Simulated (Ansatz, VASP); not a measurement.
**Two plane-wave programs on Pt**

File INCAR:

```
ALGO = Fast
EDIFF = 1E-7
ENCUT = 520
GGA = PE
ISIF = 2
ISMEAR = 0
LASPH = True
LCHARG = False
LREAL = False
LWAVE = False
NBANDS = 17
NELM = 60
PREC = Accurate
SIGMA = 0.15
```

KPOINTS

```
k-points
0
Gamma
  18 18 10
```

POSCAR

```
Pt
1.0
    2.9034000000      0.0000000000      0.0000000000
   -1.4517000000      2.5144181573      0.0000000000
    0.0000000000      0.0000000000      4.5423000000
Pt
2
Direct
    0.6666666667      0.3333333333      0.7500000000
    0.3333333333      0.6666666667      0.2500000000
```

Input for Ansatz:

```yaml
crystal:
  lattice:
    - [2.9034, 0.0, 0.0]
    - [-1.4517, 2.5144181573, 0.0]
    - [0.0, 0.0, 4.5423]
  atoms:
    - { symbol: Pt, position: [0.6666666667, 0.3333333333, 0.75] }
    - { symbol: Pt, position: [0.3333333333, 0.6666666667, 0.25] }
basis:
  ecutwfc: 420
kpoints:
  mp_grid: { grid: [18, 18, 10] }
hamiltonian:
  xc: pbe
scf:
  occupations: { method: gaussian, width: 0.15 }
output:
  forces: true
  stress: true
  eigenvalues: true
```

Alike in both runs: task single point; functional PBE; k mesh 18 × 18 × 10; occupations gaussian, width 0.15 eV; no spin polarisation.

|  | VASP | Ansatz |
| --- | --- | --- |
| version | VASP 6.6.1 | Ansatz 0.2.0 |
| potentials or method | VASP PAW PBE potentials, release 64 (Pt) | scalar-relativistic, plane waves, PAW |
| plane-wave cutoff (eV) | 520 | 420 |
| valence electrons in the cell | 20 | 36 |

|  | VASP | Ansatz | Ansatz less VASP |
| --- | --- | --- | --- |
| gap on the k mesh at the Fermi level (eV) | none | none | - |
| pressure (GPa) | -10.5 | -10.1 | +0.38 |
| largest component of the traceless stress (GPa) | 4.90 | 4.91 | +0.016 |

A gap of «none» marks a metal or a gap that the smearing closes. The two sets of potentials don't hold the same shells in valence.

The runs have no spin-orbit coupling, so splittings on Pt are missing.
